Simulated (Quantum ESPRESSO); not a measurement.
# Pd (Fm-3m) in Quantum ESPRESSO: a series of runs, part 2 of 4

Quantum ESPRESSO 7.5.

## (3) Phonons, PBE, target pressure 5 GPa, at which the enthalpy is minimised

Input file pw.in:

```
&CONTROL
  calculation = 'scf'
  prefix = 'pwscf'
  outdir = './tmp'
  pseudo_dir = './pseudo'
  tprnfor = .true.
  tstress = .true.
  disk_io = 'low'
/
&SYSTEM
  ibrav = 0
  A = 2.7527667
  nat = 1
  ntyp = 1
  ecutwfc = 82
  nbnd = 15
  occupations = 'smearing'
  smearing = 'mv'
  degauss = 0.01469973
/
&ELECTRONS
  conv_thr = 2d-10
  electron_maxstep = 120
  mixing_beta = 0.5
/
ATOMIC_SPECIES
Pd   106.4200 Pd.upf
CELL_PARAMETERS alat
   0.0000000000    0.7071067810    0.7071067810
   0.7071067810    0.0000000000    0.7071067810
   0.7071067810    0.7071067810    0.0000000000
ATOMIC_POSITIONS alat
Pd     0.0000000000    0.0000000000    0.0000000000
K_POINTS automatic
10 10 10 0 0 0
```

Input file relax.in:

```
&CONTROL
  calculation = 'vc-relax'
  prefix = 'pwscf'
  outdir = './tmp'
  pseudo_dir = './pseudo'
  tprnfor = .true.
  tstress = .true.
  disk_io = 'low'
  nstep = 40
  forc_conv_thr = 0.0001
  etot_conv_thr = 1d-06
/
&SYSTEM
  ibrav = 0
  A = 2.7527667
  nat = 1
  ntyp = 1
  ecutwfc = 82
  nbnd = 15
  occupations = 'smearing'
  smearing = 'mv'
  degauss = 0.01469973
/
&ELECTRONS
  conv_thr = 2d-10
  electron_maxstep = 120
  mixing_beta = 0.5
/
&IONS
  ion_dynamics = 'bfgs'
/
&CELL
  cell_dynamics = 'bfgs'
  press = 50
  press_conv_thr = 0.2
/
ATOMIC_SPECIES
Pd   106.4200 Pd.upf
CELL_PARAMETERS alat
   0.0000000000    0.7071067810    0.7071067810
   0.7071067810    0.0000000000    0.7071067810
   0.7071067810    0.7071067810    0.0000000000
ATOMIC_POSITIONS alat
Pd     0.0000000000    0.0000000000    0.0000000000
K_POINTS automatic
10 10 10 0 0 0
```

Input file scf2.in:

```
&CONTROL
  calculation = 'scf'
  prefix = 'pwscf'
  outdir = './tmp'
  pseudo_dir = './pseudo'
  tprnfor = .true.
  tstress = .true.
  disk_io = 'low'
/
&SYSTEM
  ibrav = 0
  A = 2.76029187
  nat = 1
  ntyp = 1
  ecutwfc = 82
  nbnd = 15
  occupations = 'smearing'
  smearing = 'mv'
  degauss = 0.01469973
/
&ELECTRONS
  conv_thr = 1d-13
  electron_maxstep = 120
  mixing_beta = 0.5
  startingpot = 'file'
  startingwfc = 'file'
/
ATOMIC_SPECIES
Pd   106.4200 Pd.upf
CELL_PARAMETERS alat
   0.0000000000    0.7071067813    0.7071067813
   0.7071067813    0.0000000000    0.7071067813
   0.7071067813    0.7071067813    0.0000000000
ATOMIC_POSITIONS alat
Pd     0.0000000000    0.0000000000    0.0000000000
K_POINTS automatic
10 10 10 0 0 0
```

Input file ph.in:

```
phonons of Pd
&INPUTPH
  prefix = 'pwscf'
  outdir = './tmp'
  tr2_ph = 1d-18
  fildyn = 'dyn'
  niter_ph = 90
  alpha_mix(1) = 0.4
/
0.0000000000 0.7071067812 0.0000000000
```

Potentials or basis: Ansatz NC SR PBE.

Started as:

```bash
OMP_NUM_THREADS=1 pw.x -in pw.in > pw.out
OMP_NUM_THREADS=1 pw.x -in relax.in > relax.out
OMP_NUM_THREADS=1 pw.x -in scf2.in > scf2.out
OMP_NUM_THREADS=1 ph.x -in ph.in > ph.out
```

pw.out:

```text
[... set-up lines left out ...]
     Self-consistent Calculation

     iteration #  1     ecut=    82.00 Ry     beta= 0.50
     Davidson diagonalization with overlap
     ethr =  1.00E-02,  avg # of iterations =  4.4

     total energy              =    -270.82470234 Ry
     estimated scf accuracy    <       0.24263418 Ry

     iteration #  2     ecut=    82.00 Ry     beta= 0.50
     Davidson diagonalization with overlap
     ethr =  1.35E-03,  avg # of iterations =  2.1

     total energy              =    -270.88693159 Ry
     estimated scf accuracy    <       0.03685154 Ry

     iteration #  3     ecut=    82.00 Ry     beta= 0.50
     Davidson diagonalization with overlap
     ethr =  2.05E-04,  avg # of iterations =  1.9

     total energy              =    -270.89413015 Ry
     estimated scf accuracy    <       0.00154140 Ry

     iteration #  4     ecut=    82.00 Ry     beta= 0.50
     Davidson diagonalization with overlap
     ethr =  8.56E-06,  avg # of iterations =  2.9

     total energy              =    -270.89435127 Ry
     estimated scf accuracy    <       0.00002740 Ry

     iteration #  5     ecut=    82.00 Ry     beta= 0.50
     Davidson diagonalization with overlap
     ethr =  1.52E-07,  avg # of iterations =  2.2

     total energy              =    -270.89434382 Ry
     estimated scf accuracy    <       0.00001501 Ry

     iteration #  6     ecut=    82.00 Ry     beta= 0.50
     Davidson diagonalization with overlap
     ethr =  8.34E-08,  avg # of iterations =  2.0

     total energy              =    -270.89434610 Ry
     estimated scf accuracy    <       0.00000199 Ry

     iteration #  7     ecut=    82.00 Ry     beta= 0.50
     Davidson diagonalization with overlap
     ethr =  1.11E-08,  avg # of iterations =  1.5

     total energy              =    -270.89434639 Ry
     estimated scf accuracy    <          7.2E-09 Ry

     iteration #  8     ecut=    82.00 Ry     beta= 0.50
     Davidson diagonalization with overlap
     ethr =  3.98E-11,  avg # of iterations =  2.8

     total energy              =    -270.89434640 Ry
     estimated scf accuracy    <          1.5E-09 Ry

     iteration #  9     ecut=    82.00 Ry     beta= 0.50
     Davidson diagonalization with overlap
     ethr =  8.20E-12,  avg # of iterations =  1.0

     End of self-consistent calculation

          k = 0.0000 0.0000 0.0000 (  1243 PWs)   bands (ev):

   -64.2842 -29.7869 -29.7869 -29.7869  12.6712  16.9843  16.9843  16.9843
    18.5988  18.5988  36.8429  41.5619  41.5619  41.5619  47.0939

          k = 0.0707 0.0707-0.0707 (  1249 PWs)   bands (ev):

   -64.2790 -29.8270 -29.7926 -29.7926  13.0288  16.8656  17.1026  17.1026
    18.5472  18.5472  37.1838  39.6712  41.9758  41.9758  47.5000

          k = 0.1414 0.1414-0.1414 (  1266 PWs)   bands (ev):

   -64.2653 -29.9313 -29.8074 -29.8074  13.9294  16.7498  17.2830  17.2830
    18.5808  18.5808  36.0450  38.0703  42.9759  42.9759  45.5980

          k = 0.2121 0.2121-0.2121 (  1254 PWs)   bands (ev):

   -64.2484 -30.0588 -29.8257 -29.8257  14.5835  17.2044  17.2044  17.5236
    19.0099  19.0099  32.4931  37.4932  43.0116  43.0116  45.6976

          k = 0.2828 0.2828-0.2828 (  1251 PWs)   bands (ev):

   -64.2347 -30.1608 -29.8405 -29.8405  14.5829  17.0177  17.0177  19.4700
    19.5615  19.5615  29.0024  36.5961  41.4502  41.4502  46.5567

          k =-0.3536-0.3536 0.3536 (  1224 PWs)   bands (ev):

   -64.2295 -30.1995 -29.8462 -29.8462  14.5199  16.9360  16.9360  19.8053
    19.8053  20.8296  27.1472  36.2377  40.7701  40.7701  47.0025

          k = 0.1414-0.0000 0.0000 (  1255 PWs)   bands (ev):

   -64.2772 -29.8257 -29.8017 -29.8017  13.1486  16.7255  17.2033  17.2033
    18.3368  18.7028  37.3631  40.2623  41.2396  41.2396  48.4547

          k = 0.2121 0.0707-0.0707 (  1264 PWs)   bands (ev):

   -64.2664 -29.9032 -29.8194 -29.8129  13.8897  16.4778  17.4028  17.4409
    18.2271  18.8247  37.2786  38.3224  40.9369  42.0280  46.3981

          k = 0.2828 0.1414-0.1414 (  1255 PWs)   bands (ev):

   -64.2506 -30.0193 -29.8387 -29.8312  14.7240  16.6338  17.2054  17.4788
    18.8975  19.1813  33.9090  37.9596  40.5165  42.5041  45.8880

          k = 0.3536 0.2121-0.2121 (  1249 PWs)   bands (ev):
[... 74 lines left out ...]
          k =-0.1414-0.5657 0.5657 (  1241 PWs)   bands (ev):

   -64.2177 -30.1283 -29.9667 -29.9086  15.0423  15.5452  17.9455  18.6788
    19.9276  23.6685  29.9616  33.3072  35.5219  40.1799  46.1881

          k =-0.0707-0.4950 0.4950 (  1242 PWs)   bands (ev):

   -64.2156 -30.1086 -30.0210 -29.8957  15.3090  16.0197  17.4008  18.4499
    19.5940  26.3800  27.3995  31.8672  36.8499  39.6242  48.6764

          k =-0.0000-0.4243 0.4243 (  1238 PWs)   bands (ev):

   -64.2201 -30.0860 -30.0250 -29.8720  15.7409  16.5028  16.7402  18.1837
    19.0405  24.2505  30.3374  31.2463  39.0674  39.2164  46.8631

          k = 0.5657-0.0000 0.0000 (  1246 PWs)   bands (ev):

   -64.2185 -30.1415 -29.9267 -29.9267  14.6401  14.8962  19.6544  19.6938
    19.6938  21.3140  32.9928  33.9601  33.9601  41.0297  41.2741

          k =-0.0707-0.6364 0.6364 (  1242 PWs)   bands (ev):

   -64.2132 -30.1584 -29.9538 -29.9323  14.6243  14.9071  19.3139  19.4951
    20.0125  23.4869  31.2204  32.0740  33.7083  41.0665  42.8959

          k = 0.0000-0.5657 0.5657 (  1248 PWs)   bands (ev):

   -64.2121 -30.1334 -30.0025 -29.9205  14.8885  15.3420  18.3536  19.1365
    19.8260  25.9013  29.1795  30.6655  34.7983  40.5155  46.1548

          k =-0.7071 0.0000 0.0000 (  1234 PWs)   bands (ev):

   -64.2115 -30.1772 -29.9413 -29.9413  14.4222  14.7118  19.7762  20.1215
    20.1215  23.1675  30.5914  33.0018  33.0018  41.3748  41.4231

          k = 0.2828 0.1414 0.0000 (  1265 PWs)   bands (ev):

   -64.2545 -29.9700 -29.8581 -29.8233  14.6866  16.1884  17.2971  17.8356
    18.2353  19.3017  36.3461  37.0860  40.8550  40.8937  46.2339

          k = 0.3536 0.2121-0.0707 (  1257 PWs)   bands (ev):

   -64.2398 -30.0592 -29.8936 -29.8411  15.3044  16.3890  16.9102  17.8771
    18.8000  20.4243  33.0238  36.2888  38.9887  42.0362  45.3622

          k =-0.2828-0.4243 0.5657 (  1245 PWs)   bands (ev):

   -64.2278 -30.1340 -29.9143 -29.8602  15.2323  16.5508  17.2803  17.7194
    19.4722  22.1896  29.3759  36.0241  37.6752  41.0805  46.1321

          k =-0.2121-0.3536 0.4950 (  1236 PWs)   bands (ev):

   -64.2233 -30.1628 -29.9206 -29.8687  15.1685  16.4185  17.5470  17.8037
    19.7015  23.7481  27.1467  36.0695  37.1470  40.3140  46.7334

          k = 0.4243 0.1414-0.0000 (  1260 PWs)   bands (ev):

   -64.2342 -30.0636 -29.9083 -29.8749  15.3463  15.6015  17.3772  18.7482
    18.9677  20.4743  34.5524  35.1086  37.1169  41.3223  44.1017

          k =-0.2121-0.4950 0.6364 (  1245 PWs)   bands (ev):

   -64.2234 -30.1094 -29.9494 -29.8921  15.3896  15.8547  17.1463  18.5742
    19.5556  22.5803  31.0630  34.5937  35.3907  41.6005  45.5393

          k =-0.1414-0.4243 0.5657 (  1244 PWs)   bands (ev):

   -64.2177 -30.1241 -29.9842 -29.8969  15.5087  16.0573  17.1105  18.2580
    19.7235  25.2182  27.7965  33.9012  35.1750  41.1780  46.6257

          k =-0.0707-0.3536 0.4950 (  1244 PWs)   bands (ev):

   -64.2194 -30.1091 -29.9964 -29.8836  15.8301  16.1120  16.8550  18.1933
    19.3886  24.4626  29.0240  32.8815  36.3705  41.5712  45.7772

          k = 0.0000-0.2828 0.4243 (  1244 PWs)   bands (ev):

   -64.2279 -30.0870 -29.9606 -29.8608  16.1062  16.1274  16.4380  18.3506
    18.7769  22.2436  32.4806  32.7836  37.6819  43.0687  43.8440

          k =-0.1414-0.5657 0.7071 (  1239 PWs)   bands (ev):

   -64.2178 -30.1309 -29.9487 -29.9230  14.9545  15.1567  18.3045  19.4291
    19.6889  22.8242  32.6221  33.0214  33.3365  41.8523  43.3029

          k =-0.0707-0.4950 0.6364 (  1245 PWs)   bands (ev):

   -64.2132 -30.1235 -29.9962 -29.9271  15.1072  15.4810  17.8080  18.9675
    19.9347  25.5056  29.7134  31.5488  33.4883  41.9229  46.1278

          k = 0.0000-0.4243 0.5657 (  1252 PWs)   bands (ev):

   -64.2138 -30.0767 -30.0548 -29.9104  15.4607  16.0218  17.0872  18.5546
    19.6889  26.9313  28.2700  30.7262  34.8387  41.7040  46.9707

          k =-0.7071 0.1414 0.0000 (  1250 PWs)   bands (ev):

   -64.2115 -30.1550 -29.9641 -29.9424  14.7223  14.9939  18.8795  19.4102
    20.1222  24.7375  30.4808  32.1478  32.2787  42.0539  43.4150

          k =-0.1414-0.4243 0.7071 (  1231 PWs)   bands (ev):

   -64.2160 -30.1004 -30.0062 -29.9147  15.6295  15.9167  16.8157  18.7036
    19.6790  24.9182  30.8461  31.3329  33.7774  43.9630  44.4329

          k =-0.0707-0.3536 0.6364 (  1236 PWs)   bands (ev):

   -64.2132 -30.0818 -30.0398 -29.9267  15.6207  16.2352  16.5890  18.4811
    19.9116  27.5323  27.9238  31.7885  32.6559  43.7886  45.4681

          k =-0.7071 0.2828 0.0000 (  1234 PWs)   bands (ev):

   -64.2115 -30.0964 -30.0235 -29.9442  15.3512  15.8275  17.1673  18.6624
    20.1234  27.3742  30.0311  30.2583  31.5191  43.9404  46.7448

     the Fermi energy is    19.8396 ev

!    total energy              =    -270.89434640 Ry
     estimated scf accuracy    <          2.0E-10 Ry
     smearing contrib. (-TS)   =       0.00038521 Ry
     internal energy E=F+TS    =    -270.89473161 Ry

     The total energy is F=E-TS. E is the sum of the following terms:
     one-electron contribution =     -78.28372810 Ry
     hartree contribution      =      51.65597911 Ry
     xc contribution           =     -42.34294820 Ry
     ewald contribution        =    -201.92403442 Ry

     convergence has been achieved in   9 iterations

     Forces acting on atoms (cartesian axes, Ry/au):

     atom    1 type  1   force =     0.00000000    0.00000000    0.00000000

     Total force =     0.000000     Total SCF correction =     0.000000

     Computing stress (Cartesian axis) and pressure

          total   stress  (Ry/bohr**3)                   (kbar)     P=       66.75
   0.00045373   0.00000000   0.00000000           66.75        0.00        0.00
   0.00000000   0.00045373  -0.00000000            0.00       66.75       -0.00
   0.00000000  -0.00000000   0.00045373            0.00       -0.00       66.75

=------------------------------------------------------------------------------=
   JOB DONE.
=------------------------------------------------------------------------------=
```

It took 3.5 min on 1 thread of Arm Neoverse V2, shared host; peak memory 0.09 GiB.

Results:

```
Free energy                                 : -3685.7098 eV
Relaxed volume                              : 14.87 Å³/atom
Relaxed cell                                : a = 2.760 Å, b = 2.760 Å, c = 2.760 Å, α = 60.00°, β = 60.00°, γ = 60.00°
Space group after relaxing (to 0.05 Å)      : Fm-3m (No. 225)
Pressure after relaxing                     : 5.0 GPa
Band gap on the k mesh                      : none (metal or under the smearing width)
Highest phonon frequency at the q point run : 229 cm⁻¹
```

Step by step:
| step | energy change (eV) | largest force (eV/Å) | pressure (GPa) | volume (Å³) |
| --- | --- | --- | --- | --- |
| 1 | 0.0000 | 0.0000 | 6.67 | 14.75 |
| 2 | -0.0046 | 0.0000 | 4.93 | 14.88 |
| 3 | -0.0044 | 0.0000 | 5.01 | 14.87 |

Final structure:
```
Pd
1.0
     0.00000    1.95182    1.95182
     1.95182    0.00000    1.95182
     1.95182    1.95182    0.00000
Pd
1
Cartesian
  0.0000 0.0000 0.0000
```

Levels at points of the mesh, in eV from the Fermi level:
| k point | band 5 | band 6 | band 7 | band 8 | band 9 | band 10 | band 11 | band 12 | band 13 | band 14 |
| --- | --- | --- | --- | --- | --- | --- | --- | --- | --- | --- |
| (0.00, 0.00, 0.00) | -7.10 | -2.82 | -2.82 | -2.82 | -1.22 | -1.22 | 17.00 | 21.68 | 21.68 | 21.68 |
| (0.00, 0.00, -0.50) | -5.26 | -2.86 | -2.86 | -0.03 | -0.03 | 1.01 | 7.24 | 16.39 | 20.85 | 20.85 |
| (0.00, -0.50, -0.50) | -5.35 | -5.06 | -0.06 | 0.28 | 0.28 | 3.33 | 10.67 | 13.12 | 13.12 | 21.42 |

Phonon frequencies in cm⁻¹ (negative: imaginary):
```csv
q point,frequencies
"(0.500, 0.000, 0.500)",165 165 229
```

Phonon modes at q = (0.500, 0.000, 0.500) in reciprocal lattice units:
| mode | symmetry | cm⁻¹ |
| --- | --- | --- |
| 1 | E_u | 165 |
| 2 | E_u | 165 |
| 3 | A_2u | 229 |

Caveat: the mesh is thin for the phonons of a metal; the cell is more than 3 GPa from zero pressure, which shifts response properties.

(Part 2 of 4 ends here.)
